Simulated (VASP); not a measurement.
# LiF (R-3m) in VASP: notebook

Aim: see how the results for LiF move with the level of theory and the settings. Levels: r2SCAN, PBE. Tasks: single point.

Program: VASP 6.6.1. These are calculated values, not measurements. Logs are shortened: lines on timing, memory, paths and dates and some standing lists are left out, and cuts for length are marked.

### Step 1. The cell of the first run

It takes space group R-3m (No. 166, trigonal). The conventional cell has a = 2.923 Å, b = 2.923 Å, c = 6.812 Å, α = 90.00°, β = 90.00°, γ = 120.00°. Around Li (site symmetry -3m) lie 6 F at 2.03 Å. F (site symmetry -3m) has 6 Li at 2.03 Å as nearest neighbours.

The cell was built by a generator and needn't be a form met in nature.

### Step 2. Single point, r2SCAN (epitaxial_111 strain +3.6%)

Input file POSCAR:

```
LiF
1.0
   -0.0670353019      2.0000507986      2.0000507986
    2.0000507986     -0.0670353019      2.0000507986
    2.0000507986      2.0000507986     -0.0670353019
Li F
1 1
Direct
    0.0000000000      0.0000000000      0.0000000000
    0.5000000000      0.5000000000      0.5000000000
```

Input file INCAR.step1:

```
ALGO     = Normal         # electronic algorithm
EDIFF    = 1E-4           # SCF threshold, eV
ENCUT    = 520            # plane-wave cutoff, eV
GGA      = PE             # functional
ISMEAR   = 0              # smearing method
LASPH    = True           # aspherical terms in the spheres
LCHARG   = False          # write CHGCAR
LREAL    = False          # projectors in reciprocal space
LWAVE    = True           # write WAVECAR
NBANDS   = 12             # bands
NELM     = 100            # most SCF steps
PREC     = Accurate       # precision mode
SIGMA    = 0.01           # smearing width, eV
```

Input file INCAR.step2:

```
ALGO     = Normal         # electronic algorithm
EDIFF    = 1E-6           # SCF threshold, eV
ENCUT    = 520            # plane-wave cutoff, eV
ISIF     = 2              # what is computed and relaxed
ISMEAR   = 0              # smearing method
ISTART   = 1            
LASPH    = True           # aspherical terms in the spheres
LCHARG   = False          # write CHGCAR
LMIXTAU  = True         
LREAL    = False          # projectors in reciprocal space
LWAVE    = False          # write WAVECAR
METAGGA  = R2SCAN         # meta-GGA
NBANDS   = 12             # bands
NELM     = 100            # most SCF steps
PREC     = Accurate       # precision mode
SIGMA    = 0.01           # smearing width, eV
```

Input file KPOINTS:

```
k-points
0
Gamma
  10 10 10
```

Potentials or basis: VASP PAW PBE potentials, release 64 (Li_sv, F).

Started as:

```sh
cat potpaw_PBE.64/Li_sv/POTCAR potpaw_PBE.64/F/POTCAR > POTCAR
cp INCAR.step1 INCAR
mpirun -np 1 vasp_std > vasp.out
cp INCAR.step2 INCAR
mpirun -np 1 vasp_std > vasp.out
```

OUTCAR:

```text
EDIFF = 1E-6
   ENCUT = 520
   ISIF = 2
   ISMEAR = 0
   ISTART = 1
   LASPH = True
   LREAL = False
   METAGGA = R2SCAN
   NELM = 100
   PREC = Accurate

 ion  position               nearest neighbor table
   1  0.000  0.000  0.000-   2 2.03   2 2.03   2 2.03   2 2.03   2 2.03   2 2.03
   2  0.500  0.500  0.500-   1 2.03   1 2.03   1 2.03   1 2.03   1 2.03   1 2.03

  LATTYP: Found a trigonal (rhomboedric) cell.
 ALAT       =     2.8292932202
 COS(alpha) =     0.4662213295

  Lattice vectors:

 A1 = (  -0.0670353019,   2.0000507986,   2.0000507986)
 A2 = (   2.0000507986,  -0.0670353019,   2.0000507986)
 A3 = (   2.0000507986,   2.0000507986,  -0.0670353019)

Analysis of symmetry for initial positions (statically):
=====================================================================
 Subroutine PRICEL returns:
 Original cell was already a primitive cell.

 Routine SETGRP: Setting up the symmetry group for a
 trigonal (rhombohedral) supercell.

 Subroutine GETGRP returns: Found 12 space group operations
 (whereof 12 operations were pure point group operations)
 out of a pool of 12 trial point group operations.

The static configuration has the point symmetry D_3d.

Analysis of symmetry for dynamics (positions and initial velocities):
=====================================================================
 Subroutine PRICEL returns:
 Original cell was already a primitive cell.

 Routine SETGRP: Setting up the symmetry group for a
 trigonal (rhombohedral) supercell.

 Subroutine GETGRP returns: Found 12 space group operations
 (whereof 12 operations were pure point group operations)
 out of a pool of 12 trial point group operations.

The dynamic configuration has the point symmetry D_3d.

 Subroutine INISYM returns: Found 12 space group operations
 (whereof 12 operations are pure point group operations),
 and found     1 'primitive' translations

----------------------------------------------------------------------------------------

                                     Primitive cell

  volume of cell :      16.8054

  direct lattice vectors                    reciprocal lattice vectors
    -0.067035302  2.000050799  2.000050799    -0.237763674  0.246009112  0.246009112
     2.000050799 -0.067035302  2.000050799     0.246009112 -0.237763674  0.246009112
     2.000050799  2.000050799 -0.067035302     0.246009112  0.246009112 -0.237763674

  length of vectors
     2.829293220  2.829293220  2.829293220     0.421393558  0.421393558  0.421393558

  position of ions in fractional coordinates (direct lattice)
[... 85 lines left out ...]
   ISIF   =      2    stress and relaxation
   ISYM   =      2    0-nonsym 1-usesym 2-fastsym
   POTIM  = 0.5000    time-step for ionic-motion
   TEBEG  =    0.0;   TEEND  =   0.0 temperature during run
   PSTRESS=    0.0 pullay stress
   NELECT =      10.0000    total number of electrons
   NUPDOWN=      -1.0000    fix difference up-down
   EMIN   =  10.00;   EMAX   =-10.00  energy-range for DOS
   EFERMI =   0.00;   METHOD = LEGACY
   ISMEAR =     0;   SIGMA  =   0.01  broadening in eV -4-tet -1-fermi 0-gaus
   EFERMI_NEDOS =   21; number of points for ismear=-14 and -15
   IALGO  =     38    algorithm
   IMIX   =      4    mixing-type and parameters
     AMIX     =   0.40;   BMIX     =  1.00
     AMIX_MAG =   1.60;   BMIX_MAG =  1.00
  volume/ion in A,a.u.               =       8.40        56.70
  Fermi-wavevector in a.u.,A,eV,Ry     =   1.376973  2.602101 25.797382  1.896054
  Thomas-Fermi vector in A             =   2.502169
   LORBIT       =      0    0 simple, 1 ext, 2 COOP (PROOUT), +10 PAW based schemes
   METAGGA = R2SCAN    functional components
   LHFCALC =     F    Hartree Fock is set to
   AEXX    =    0.0000 exact exchange contribution
   IVDW    =     0    specifies the selected vdW correction
   LEPSILON=     F    determine dielectric tensor
   LRPA    =     F    only Hartree local field effects (RPA)
 non-spin polarized calculation
 Gauss-broadening in eV      SIGMA  =   0.01
  energy-cutoff  :      520.00
  volume of cell :       16.81
 maximum number of plane-waves:       471
 NGX is ok and might be reduce to    24
   NGX = 11   NGY = 11   NGZ = 11

 number of electron      10.0000002 magnetization

 Free energy of the ion-electron system (eV)
  ---------------------------------------------------
  ext. energy  EPLUGINS =         0.00000000
  ---------------------------------------------------
  free energy    TOTEN  =       -11.87850575 eV

  energy without entropy =      -11.87850575  energy(sigma->0) =      -11.87850575

 E-fermi :  -1.3451     XC(G=0): -10.3951

 val. band max:       -1.6323901597   @ k =   0.0000   0.0000   0.0000
 cond. band min:       8.1901067365   @ k =   0.0000   0.0000   0.0000
 fundamental gap:      9.8224968962
 Fermi energy:        -1.3451046018

 k-point     1 :       0.0000    0.0000    0.0000
  band No.  band energies     occupation
      1     -43.9419      2.00000
      2     -22.8193      2.00000
      3      -1.8757      2.00000
      4      -1.8757      2.00000
      5      -1.6324      2.00000
      6       8.1901      0.00000
      7      22.8555      0.00000
      8      22.8555      0.00000
      9      23.6719      0.00000
     10      23.6719      0.00000
     11      24.0366      0.00000
     12      24.5818      0.00000
[... 331 lines left out ...]
 k-point    24 :       0.4000    0.3000    0.0000
  band No.  band energies     occupation
      1     -43.8904      2.00000
      2     -22.3395      2.00000
      3      -4.0201      2.00000
      4      -2.7469      2.00000
      5      -2.3993      2.00000
      6      12.1787      0.00000
      7      15.8718      0.00000
      8      18.0334      0.00000
      9      20.0195      0.00000
     10      20.3902      0.00000
     11      32.9971      0.00000
     12      34.1975      0.00000

 [... further k-points ...]
[... 5 lines left out ...]
  --------------------------------------------------------------------------------------
  -------------------------------------------------------------------------------------
  Total       -0.5052233     -0.5052233     -0.5052233      0.2063802      0.2063802      0.2063802
  in kB      -48.1665488    -48.1665488    -48.1665488     19.6756964     19.6756964     19.6756964
  external PRESSURE =     -48.1665488 kB  Pullay stress =       0.0000000 kB

 VOLUME and BASIS-vectors are now :
 -----------------------------------------------------------------------------
  energy-cutoff  :      520.00
  volume of cell :       16.81
      direct lattice vectors                 reciprocal lattice vectors
    -0.067035302  2.000050799  2.000050799    -0.237763674  0.246009112  0.246009112
     2.000050799 -0.067035302  2.000050799     0.246009112 -0.237763674  0.246009112
     2.000050799  2.000050799 -0.067035302     0.246009112  0.246009112 -0.237763674

 POSITION                                       TOTAL-FORCE (eV/Angst)
 -----------------------------------------------------------------------------------
      0.00000      0.00000      0.00000         0.000000     -0.000000      0.000000
      1.96653      1.96653      1.96653        -0.000000      0.000000     -0.000000
 -----------------------------------------------------------------------------------
    total drift:                               -0.000000     -0.000000      0.000000

  FREE ENERGIE OF THE ION-ELECTRON SYSTEM (eV)
  ---------------------------------------------------
  free  energy   TOTEN  =       -11.8785057471 eV

  energy  without entropy=      -11.8785057471  energy(sigma->0) =      -11.87850575
```

OUTCAR.step1:

```text
EDIFF = 1E-4
   ENCUT = 520
   GGA = PE
   ISMEAR = 0
   LASPH = True
[... 583 lines left out ...]
 -----------------------------------------------------------------------------------
      0.00000      0.00000      0.00000         0.000000     -0.000000     -0.000000
      1.96653      1.96653      1.96653        -0.000000      0.000000      0.000000
 -----------------------------------------------------------------------------------
    total drift:                               -0.000000     -0.000000      0.000000

  FREE ENERGIE OF THE ION-ELECTRON SYSTEM (eV)
  ---------------------------------------------------
  free  energy   TOTEN  =        -9.6308516223 eV

  energy  without entropy=       -9.6308516223  energy(sigma->0) =       -9.63085162
```

Wall time 86 s (1 thread of AMD EPYC 7R13 (Zen 3), shared host); peak memory 0.12 GiB.

What came out:

```
Free energy            : -11.8785 eV
Band gap on the k mesh : 9.82 eV, direct
```

Levels at points of the mesh, in eV from the valence-band top:
```tsv
k point	band 1	band 2	band 3	band 4	band 5	band 6	band 7	band 8	band 9	band 10
(0.00, 0.00, 0.00)	-42.31	-21.19	-0.24	-0.24	0.00	9.82	24.49	24.49	25.30	25.30
(0.50, 0.00, 0.00)	-42.26	-20.82	-2.59	-0.41	-0.28	11.55	17.43	19.97	20.58	31.21
(0.50, 0.50, 0.00)	-42.25	-20.55	-3.05	-1.27	-0.98	15.57	17.09	18.62	21.04	21.77
(0.50, 0.50, 0.50)	-42.25	-20.71	-2.53	-0.53	-0.53	11.32	18.17	19.37	19.37	31.20
```

Caveat: the cutoff is under 1.25 times the usual one of these potentials, so pressure, stress and relaxed cells hold a basis-set (Pulay) error; the PAW data sets were made with another functional, which shifts forces and pressure a little.

### Step 3. Single point, r2SCAN (epitaxial_xy strain +2.7%)

Input file POSCAR:

```
LiF
1.0
    0.0000000000      2.0479353318      1.9619039686
    2.0479353318      0.0000000000      1.9619039686
    2.0479353318      2.0479353318      0.0000000000
Li F
1 1
Direct
    0.0000000000      0.0000000000      0.0000000000
    0.5000000000      0.5000000000      0.5000000000
```

Input file INCAR.step1:

```
  ALGO = Normal
  EDIFF = 1E-4
  ENCUT = 520
  GGA = PE
  ISMEAR = 0
  LASPH = True
  LCHARG = False
  LREAL = False
  LWAVE = True
  NBANDS = 12
  NELM = 100
  PREC = Accurate
  SIGMA = 0.01
```

Input file INCAR.step2:

```
  ALGO = Normal
  EDIFF = 1E-7
  ENCUT = 520
  ISIF = 2
  ISMEAR = 0
  ISTART = 1
  LASPH = True
  LCHARG = True
  LELF = True
  LMIXTAU = True
  LREAL = False
  LVHAR = True
  LWAVE = False
  METAGGA = R2SCAN
  NBANDS = 12
  NELM = 100
  PREC = Accurate
  SIGMA = 0.01
```

KPOINTS is that of step 2.

Potentials or basis: VASP PAW PBE potentials, release 64 (Li_sv, F).

Started as:

```sh
cat potpaw_PBE.64/Li_sv/POTCAR potpaw_PBE.64/F/POTCAR > POTCAR
cp INCAR.step1 INCAR
mpirun -np 1 vasp_std > vasp.out
cp INCAR.step2 INCAR
mpirun -np 1 vasp_std > vasp.out
```

Wall time 92 s (1 thread of AMD EPYC 7R13 (Zen 3), shared host); peak memory 0.11 GiB.

The run converged. Its results:

```
Free energy            : -11.8919 eV
Band gap on the k mesh : 10.15 eV, direct
```

Levels at points of the mesh, in eV from the valence-band top:
| k point | band 1 | band 2 | band 3 | band 4 | band 5 | band 6 | band 7 | band 8 | band 9 | band 10 |
| --- | --- | --- | --- | --- | --- | --- | --- | --- | --- | --- |
| (0.00, 0.00, 0.00) | -42.11 | -21.11 | -0.11 | 0.00 | 0.00 | 10.15 | 25.29 | 25.29 | 25.58 | 25.58 |
| (0.50, 0.00, 0.00) | -42.05 | -20.71 | -2.50 | -0.32 | -0.23 | 11.76 | 18.00 | 19.93 | 20.79 | 31.90 |
| (0.50, 0.50, 0.00) | -42.03 | -20.42 | -2.98 | -1.11 | -1.11 | 16.52 | 16.98 | 19.04 | 21.38 | 21.38 |
| (0.50, 0.00, 0.50) | -42.04 | -20.47 | -3.02 | -1.12 | -0.86 | 15.68 | 17.60 | 18.96 | 21.66 | 22.41 |

Caveat: the cutoff is under 1.25 times the usual one of these potentials, so pressure, stress and relaxed cells hold a basis-set (Pulay) error; the PAW data sets were made with another functional, which shifts forces and pressure a little.

### Step 4. Single point, PBE (epitaxial_xy strain +2.7%)

Input file INCAR:

```
SYSTEM = LiF
ALGO     = Fast           ! electronic algorithm
EDIFF    = 1E-6           ! SCF threshold, eV
ENCUT    = 520            ! plane-wave cutoff, eV
GGA      = PE             ! functional
ISIF     = 2              ! what is computed and relaxed
ISMEAR   = -1             ! smearing method
LASPH    = .TRUE.         ! aspherical terms in the spheres
LCHARG   = .FALSE.        ! write CHGCAR
LREAL    = .FALSE.        ! projectors in reciprocal space
LWAVE    = .FALSE.        ! write WAVECAR
NBANDS   = 12             ! bands
NELM     = 100            ! most SCF steps
PREC     = Accurate       ! precision mode
SIGMA    = 0.02           ! smearing width, eV
```

Input file KPOINTS:

```
k-points
0
G
  10 10 10
  0 0 0
```

POSCAR is that of step 3.

Started as:

```sh
cat potpaw_PBE.64/Li_sv/POTCAR potpaw_PBE.64/F/POTCAR > POTCAR
mpirun -np 1 vasp_std > vasp.out
```

Wall time 24 s (1 thread of AMD EPYC 7R13 (Zen 3), shared host); peak memory 0.11 GiB.

The run converged. Its results:

* Free energy: -9.6340 eV
* Band gap on the k mesh: 8.98 eV, direct

Levels at points of the mesh, in eV from the valence-band top:
| k point | band 2 | band 3 | band 4 | band 5 | band 6 | band 7 | band 8 | band 9 |
| --- | --- | --- | --- | --- | --- | --- | --- | --- |
| (0.00, 0.00, 0.00) | -19.99 | -0.11 | 0.00 | 0.00 | 8.98 | 23.52 | 23.52 | 24.12 |
| (0.50, 0.00, 0.00) | -19.56 | -2.53 | -0.30 | -0.22 | 10.70 | 16.61 | 18.43 | 19.22 |
| (0.50, 0.50, 0.00) | -19.27 | -2.99 | -1.11 | -1.11 | 15.25 | 16.03 | 17.41 | 19.73 |
| (0.50, 0.00, 0.50) | -19.32 | -3.02 | -1.12 | -0.85 | 14.46 | 16.62 | 17.31 | 20.01 |

Caveat: the cutoff is under 1.25 times the usual one of these potentials, so pressure, stress and relaxed cells hold a basis-set (Pulay) error.

### Step 5. Overview

| level | cell | smearing | gap on the mesh (eV) |
| --- | --- | --- | --- |
| r2SCAN | epitaxial_111 strain +3.6% | gaussian 0.01 eV | 9.82 |
| r2SCAN | epitaxial_xy strain +2.7% | gaussian 0.01 eV | 10.15 |
| PBE | epitaxial_xy strain +2.7% | fermi-dirac 0.02 eV | 8.98 |

Alike in all rows: task single point; potentials or basis VASP PAW PBE potentials, release 64 (Li_sv, F); no spin polarisation; k mesh 10 × 10 × 10; cutoff (eV) 520.

Caveats: the cutoff is under 1.25 times the usual one of these potentials, so pressure, stress and relaxed cells hold a basis-set (Pulay) error; the PAW data sets were made with another functional, which shifts forces and pressure a little (some runs).

Total energies depend on the potentials used, so only differences within one code and one set of settings carry meaning.
